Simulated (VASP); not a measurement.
Output of a VASP run:

File OSZICAR:
```
       N       E                     dE             d eps       ncg     rms          rms(c)
DAV:   1     0.313574621413E+02    0.31357E+02   -0.55188E+03   320   0.109E+03
DAV:   2    -0.111854651894E+02   -0.42543E+02   -0.41519E+02   352   0.210E+02
DAV:   3    -0.161705434666E+02   -0.49851E+01   -0.49641E+01   608   0.571E+01
DAV:   4    -0.161933396303E+02   -0.22796E-01   -0.22793E-01   424   0.532E+00
DAV:   5    -0.161934318672E+02   -0.92237E-04   -0.92235E-04   480   0.232E-01    0.749E+00
DAV:   6    -0.144171811953E+02    0.17763E+01   -0.92757E+00   320   0.193E+01    0.277E+00
DAV:   7    -0.143931609239E+02    0.24020E-01   -0.18994E-01   358   0.379E+00    0.150E+00
DAV:   8    -0.143905394629E+02    0.26215E-02   -0.55044E-02   384   0.292E+00    0.330E-01
DAV:   9    -0.143897325394E+02    0.80692E-03   -0.74185E-03   410   0.769E-01    0.104E-01
DAV:  10    -0.143902045339E+02   -0.47199E-03   -0.92754E-04   344   0.257E-01    0.620E-02
DAV:  11    -0.143901750476E+02    0.29486E-04   -0.65225E-05   354   0.977E-02    0.107E-02
DAV:  12    -0.143901750877E+02   -0.40077E-07   -0.48745E-06   404   0.220E-02
   1 F= -.14390175E+02 E0= -.14390175E+02  d E =-.291880E-11
```

File OUTCAR:
```
------------------------ aborting loop because EDIFF is reached ----------------------------------------
  FORCE on cell =-STRESS in cart. coord.  units (eV):
  Direction    XX          YY          ZZ          XY          YZ          ZX
  --------------------------------------------------------------------------------------
  Total       -0.7630886     -0.7630886     -0.7630886      0.0000000     -0.0000000     -0.0000000
  in kB      -51.5232994    -51.5232994    -51.5232994      0.0000000     -0.0000000     -0.0000000
  external PRESSURE =     -51.5232994 kB  Pullay stress =       0.0000000 kB
  volume of cell :       23.73
      direct lattice vectors                 reciprocal lattice vectors
     0.000000000  2.280783000  2.280783000    -0.219222960  0.219222960  0.219222960
     2.280783000  0.000000000  2.280783000     0.219222960 -0.219222960  0.219222960
     2.280783000  2.280783000  0.000000000     0.219222960  0.219222960 -0.219222960
 POSITION                                       TOTAL-FORCE (eV/Angst)
 -----------------------------------------------------------------------------------
      3.42117      3.42117      3.42117        -0.000000     -0.000000     -0.000000
      1.14039      1.14039      1.14039         0.000000      0.000000      0.000000
      0.00000      0.00000      0.00000        -0.000000      0.000000     -0.000000
 -----------------------------------------------------------------------------------
    total drift:                               -0.000000      0.000000      0.000000
  FREE ENERGIE OF THE ION-ELECTRON SYSTEM (eV)
  ---------------------------------------------------
  free  energy   TOTEN  =       -14.3901750877 eV

  energy  without entropy=      -14.3901750877  energy(sigma->0) =      -14.39017509
```
(Selected blocks of OUTCAR.)

POSCAR:
```
Li2O
1
    0.0000000000     2.2807830000     2.2807830000
    2.2807830000     0.0000000000     2.2807830000
    2.2807830000     2.2807830000     0.0000000000
Li O
2 1
Direct
  0.7500000000   0.7500000000   0.7500000000
  0.2500000000   0.2500000000   0.2500000000
  0.0000000000   0.0000000000   0.0000000000
```

Task: Write an INCAR and KPOINTS that could have produced this output.

Result: This is not unique; one that fits is the input of the run itself, PBE GGA, plane waves, VASP's PBE PAW potentials (set 64).

### INCAR
```
! general
SYSTEM  =  Li2O
PREC    =  Accurate
ENCUT   =  400
LREAL   =  .False.
LASPH   =  .True.

! electronic loop
EDIFF   =  1E-6   ! SCF stop (eV)
NELM    =  100   ! most electronic steps
ALGO    =  Normal   ! blocked Davidson

! smearing
ISMEAR  =  -1   ! Fermi-Dirac
SIGMA   =  0.02

! functional
GGA     =  PE   ! PBE

! ions
ISIF    =  2   ! forces and stress, cell fixed

! output
LWAVE   =  .False.
LCHARG  =  .False.
```

KPOINTS:
```
Automatic mesh
0
Gamma
6 6 6
0 0 0
```

POTCAR, in this order: Li_sv O (PBE.64 set). Program: vasp_std.

At this cut-off the stress carries a Pulay error, which pulls relaxed volumes low.

The structure comes from a computed database's Li2O entry; how it stands against other phases isn't given here. The cell was not relaxed at this level.
